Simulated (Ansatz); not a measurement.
# The polar optical mode of LiCl at 4 GPa, worked through

Method: DFT PBE, scalar-relativistic, plane waves, PAW in Ansatz 0.2.0. Cutoff 420 eV, 8×8×8 k-points (Γ-centred), fixed occupations. No spin polarisation. Phonons by linear response, acoustic sum rule imposed.

The cell, relaxed at 4 GPa:
```
CELL_PARAMETERS angstrom
0.00000 2.48988 2.48988
2.48988 0.00000 2.48988
2.48988 2.48988 0.00000
ATOMIC_POSITIONS crystal
Li 0.00000 0.00000 0.00000
Cl 0.50000 0.50000 0.50000
```

Linear response gives ν_TO = 236.9 cm⁻¹, Born charges ±1.169 e (positive on Li) and ε∞ = 3.082. The primitive cell holds 30.872 Å³, and the masses are 6.940 and 35.450 amu.

Question: Find ν_LO and the static dielectric constant.

Answer: The long-wave field adds a restoring force: ω_LO² − ω_TO² = Z*²e²/(ε_vac ε∞ μV). In these units ν_LO² − ν_TO² = 4.92064×10⁷ Z*²/(μ V ε∞) cm⁻², with μ = m₁m₂/(m₁ + m₂) = 5.804 amu: 121737 cm⁻². So ν_LO = √(236.9² + 121737) = 421.7 cm⁻¹, and the run gives 421.7. Lyddane–Sachs–Teller then gives ε0 = ε∞ (ν_LO/ν_TO)² = 9.77, against 9.77 in the run (it forms both from the same three quantities, so the match checks the arithmetic only). Between ν_TO and ν_LO the dielectric function is negative and an undamped crystal reflects fully: a reststrahlen band from 23.7 to 42.2 μm.

Question: What do the Clausius–Mossotti polarisability and the Szigeti charge come to?

Answer: With the Lorentz local field, α = (3V/4π)(ε∞ − 1)/(ε∞ + 2) = 3.02 Å³ for the pair, and e_S = 3Z*/(ε∞ + 2) = 0.69 e. The Born charge includes the electrons' response to the dipole's own local field, and e_S takes that enhancement out. The Lorentz field assumes point-like polarisable ions, a fair picture at this small ε∞.

Question: How strongly does a slow electron couple to the LO mode?

Answer: For one isotropic parabolic band, Fröhlich's constant is α_F = (1/ε∞ − 1/ε0) √(m* Ry/ħω_LO), with Ry = 13.606 eV, ħω_LO = 52.3 meV and m* in free-electron masses: α_F = 0.2221 × 16.13 × √m* = 3.58 √m*. The band mass isn't part of this run; for m* = 0.1, 0.3 and 1 it gives 1.13, 1.96, 3.58. In weak coupling the polaron lies α_F ħω_LO below the band edge (103 meV at m* = 0.3) with a mass m*(1 + α_F/6); past α_F of about 5 or 6 that expansion fails. A semilocal functional's ε∞ tends to be too large, which taken alone lowers α_F.

Cost: 1 run of about 0.1 core-minutes, on Arm Neoverse V2 (shared hosts).